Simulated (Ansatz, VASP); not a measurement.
## Te in VASP and in Ansatz

```
Te
1.0
     2.25370    1.30117    1.84023
    -2.25370    1.30117    1.84023
     0.00000   -2.60235    1.84023
Te
1
Direct
  0.50000 0.50000 0.50000
```

Alike in both runs: functional r2SCAN; k mesh 11 × 11 × 11; occupations gaussian, width 0.1 eV; no spin polarisation.

Ansatz relaxed the structure, and its values are those at the end. VASP's run is a single point on that final structure, the one shown.

```csv
,VASP,Ansatz
version,VASP 6.6.1,Ansatz 0.2.0
potentials or method,"VASP PAW PBE potentials, release 64 (Te)","plane waves, PAW"
plane-wave cutoff (eV),520,500
valence electrons in the cell,6,16
```

```tsv
	VASP	Ansatz	Ansatz less VASP
pressure (GPa)	0.0	0.0	+0.04
```

The functional is the same, so the differences come from potentials, cutoffs and numerics. The two sets of potentials don't hold the same shells in valence.

Caveats: the PAW data sets were made with another functional, which shifts forces and pressure a little (VASP). Spin-orbit coupling is left out, which matters for the levels of Te.
